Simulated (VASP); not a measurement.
Write the native input for VASP 6.6.1 that does the following.

* Task: single point
* Functional: PBE
* Potentials or basis: VASP PAW PBE potentials, release 64 (Ag, Cl)
* Cutoff: 520 eV
* k mesh: 5 × 5 × 5
* Occupations: gaussian, width 0.01 eV
* Spin: no spin polarisation
* Dipole correction: no
* Further INCAR settings: ALGO = Fast; EDIFF = 1e-07; NBANDS = 16

The structure of AgCl lies in POSCAR:

```
AgCl
1.0
    3.4791589979      0.0000000000      0.0000000000
    0.0000000000      3.4791589979      0.0000000000
    0.0000000000      0.0000000000      3.4791589979
Ag Cl
1 1
Direct
    0.0000000000      0.0000000000      0.0000000000
    0.5000000000      0.5000000000      0.5000000000
```

Measurements of this composition are mostly on another form, of space group No. 225.

One way to write it, as run:

INCAR

```
SYSTEM = AgCl
PREC = Accurate
ENCUT = 520
EDIFF = 1E-7
ISMEAR = 0
SIGMA = 0.01
LREAL = .FALSE.
LASPH = .TRUE.
NELM = 60
ALGO = Fast
ISIF = 2
LWAVE = .FALSE.
LCHARG = .FALSE.
GGA = PE
NBANDS = 16
```

KPOINTS

```
Automatic mesh
0
G
  5 5 5
  0 0 0
```

Potentials or basis: VASP PAW PBE potentials, release 64 (Ag, Cl).

The run is started by

```console
$ cat potpaw_PBE.64/Ag/POTCAR potpaw_PBE.64/Cl/POTCAR > POTCAR
$ mpirun -np 1 vasp_std > vasp.out
```

Results of the run:

| Item | Value |
| --- | --- |
| Pressure | -1.8 GPa |
| Band gap on the k mesh | 0.66 eV, indirect (least direct gap 1.94 eV) |

Caveat: an odd mesh through Γ misses points on the zone boundary, where band edges often lie.

Wall time 6.1 s on 1 thread of Intel(R) Xeon(R) 6975P-C (Granite Rapids), with other jobs on the host, peak memory 0.15 GiB.
